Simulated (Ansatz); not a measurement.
Before relaxation, 1 DMC a cell, flat, over a top C site (C, R-3m (No. 166), (0 0 1) face):

```yaml
crystal:
  lattice:
    - [9.86020, 0.00000, 0.00000]
    - [-4.93010, 8.53918, 0.00000]
    - [0.00000, 0.00000, 19.81851]
  atoms:
    - { symbol: C, position: [0.41667, 0.33333, 0.40366] }
    - { symbol: C, position: [0.41667, 0.58333, 0.40366] }
    - { symbol: C, position: [0.41667, 0.83333, 0.40366] }
    - { symbol: C, position: [0.41667, 0.08333, 0.40366] }
    - { symbol: C, position: [0.66667, 0.33333, 0.40366] }
    - { symbol: C, position: [0.66667, 0.58333, 0.40366] }
    - { symbol: C, position: [0.66667, 0.83333, 0.40366] }
    - { symbol: C, position: [0.66667, 0.08333, 0.40366] }
    - { symbol: C, position: [0.91667, 0.33333, 0.40366] }
    - { symbol: C, position: [0.91667, 0.58333, 0.40366] }
    - { symbol: C, position: [0.91667, 0.83333, 0.40366] }
    - { symbol: C, position: [0.91667, 0.08333, 0.40366] }
    - { symbol: C, position: [0.16667, 0.33333, 0.40366] }
    - { symbol: C, position: [0.16667, 0.58333, 0.40366] }
    - { symbol: C, position: [0.16667, 0.83333, 0.40366] }
    - { symbol: C, position: [0.16667, 0.08333, 0.40366] }
    - { symbol: C, position: [0.33333, 0.16667, 0.40374] }
    - { symbol: C, position: [0.33333, 0.41667, 0.40374] }
    - { symbol: C, position: [0.33333, 0.66667, 0.40374] }
    - { symbol: C, position: [0.33333, 0.91667, 0.40374] }
    - { symbol: C, position: [0.58333, 0.16667, 0.40374] }
    - { symbol: C, position: [0.58333, 0.41667, 0.40374] }
    - { symbol: C, position: [0.58333, 0.66667, 0.40374] }
    - { symbol: C, position: [0.58333, 0.91667, 0.40374] }
    - { symbol: C, position: [0.83333, 0.16667, 0.40374] }
    - { symbol: C, position: [0.83333, 0.41667, 0.40374] }
    - { symbol: C, position: [0.83333, 0.66667, 0.40374] }
    - { symbol: C, position: [0.83333, 0.91667, 0.40374] }
    - { symbol: C, position: [0.08333, 0.16667, 0.40374] }
    - { symbol: C, position: [0.08333, 0.41667, 0.40374] }
    - { symbol: C, position: [0.08333, 0.66667, 0.40374] }
    - { symbol: C, position: [0.08333, 0.91667, 0.40374] }
    - { symbol: C, position: [0.07028, 0.84633, 0.57220] }
    - { symbol: O, position: [0.92117, 0.70742, 0.57220] }
    - { symbol: C, position: [0.78083, 0.70999, 0.57220] }
    - { symbol: O, position: [0.78187, 0.83857, 0.57220] }
    - { symbol: O, position: [0.63930, 0.56819, 0.57220] }
    - { symbol: C, position: [0.49126, 0.56035, 0.57220] }
    - { symbol: H, position: [0.08333, 0.91667, 0.61803] }
    - { symbol: H, position: [0.16323, 0.81421, 0.57220] }
    - { symbol: H, position: [0.08333, 0.91667, 0.52636] }
    - { symbol: H, position: [0.39703, 0.43578, 0.57220] }
    - { symbol: H, position: [0.47925, 0.61830, 0.52636] }
    - { symbol: H, position: [0.47925, 0.61830, 0.61803] }
```

These are results of Ansatz 0.2.0, DFT PBE+D3(BJ), scalar-relativistic, plane waves, PAW, not measurements. Settings: cutoff 420 eV, Γ-centred mesh 2×2×1 on the computed 44-atom cell, Gaussian smearing of 0.05 eV; no spin polarisation. A dipole correction removes the field between periodic images along c.

Atoms 1 (counted from 1) are held. The cell is fixed. Force threshold 0.04 eV/Å.

Problem. Where does it end?

Solution. The energy falls by 0.764 eV in 29 steps, to:

```xyz
44
Lattice="9.8602 0.0000 0.0000 -4.9301 8.5392 0.0000 0.0000 0.0000 19.8185" Properties=species:S:1:pos:R:3 pbc="T T T"
C     2.4650    2.8464    8.0000
C     1.2324    4.9813    8.0044
C     0.0002    7.1158    8.0096
C     3.6977    0.7114    8.0071
C     4.9303    2.8467    8.0013
C     3.6980    4.9812    7.9869
C     2.4652    7.1162    8.0027
C     6.1628    0.7114    8.0124
C     7.3947    2.8464    8.0086
C     6.1627    4.9809    7.9903
C     4.9298    7.1155    7.9876
C     8.6273    0.7111    8.0063
C    -0.0005    2.8462    8.0088
C    -1.2331    4.9811    8.0059
C    -2.4654    7.1151    7.9934
C     1.2322    0.7111    7.9969
C     2.4649    1.4229    8.0026
C     1.2323    3.5579    8.0046
C    -0.0004    5.6926    8.0083
C    -1.2328    7.8270    8.0051
C     4.9303    1.4234    8.0097
C     3.6978    3.5580    7.9930
C     2.4654    5.6931    7.9964
C     1.2328    7.8275    8.0107
C     7.3950    1.4231    8.0112
C     6.1626    3.5584    8.0004
C     4.9306    5.6924    7.9843
C     3.6974    7.8273    7.9987
C    -0.0005    1.4229    8.0044
C    -1.2330    3.5579    8.0092
C    -2.4656    5.6922    7.9957
C    -3.6977    7.8269    7.9878
C    -3.3806    7.6991   11.4208
O    -3.6973    6.3070   11.2314
C    -5.0028    6.0124   11.3923
O    -5.8944    6.8011   11.6302
O    -5.1367    4.6802   11.2375
C    -6.4852    4.2040   11.4098
H    -3.5088    7.9776   12.4744
H    -2.3335    7.8007   11.1208
H    -4.0224    8.3322   10.7975
H    -6.4403    3.1319   11.1988
H    -7.1655    4.7044   10.7109
H    -6.8262    4.3829   12.4368
```

The end is the local minimum or symmetric point that this start leads to.

Cost: 1 run of about 10 core-minutes, on AMD EPYC 9R45 (Zen 5) (shared hosts).